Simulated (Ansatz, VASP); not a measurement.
KCl: VASP beside Ansatz

```
K Cl
1.0
     0.00000    3.09222    3.09222
     3.09222    0.00000    3.09222
     3.09222    3.09222    0.00000
K Cl
1 1
Direct
  0.00000 0.00000 0.00000
  0.50000 0.50000 0.50000
```

Change from the starting cell: volume scaled by 0.9405, crystal datasets.

Alike in both runs: task electric field gradients; functional PBE; k mesh 7 × 7 × 7; occupations fermi-dirac, width 0.03 eV; no spin polarisation.

|  | VASP | Ansatz |
| --- | --- | --- |
| version | VASP 6.6.1 | Ansatz 0.2.0 |
| potentials or method | VASP PAW PBE potentials, release 64 (K_sv, Cl), cutoff 520 eV | all-electron PAW with datasets made for the crystal, scalar-relativistic |

VASP gave:

- gap on the k mesh at the Fermi level (eV): 5.37
- pressure (GPa): 2.0
- Vzz of the field gradient on the site that differs most (V/Å²): 0.0

Question: Estimate Ansatz's values.

Answer: gap on the k mesh at the Fermi level (eV): 5.37; pressure (GPa): 1.9; Vzz of the field gradient on the site that differs most (V/Å²): 0.0.

Ansatz ran all-electron here, so the differences hold the error of VASP's frozen core and of both bases.
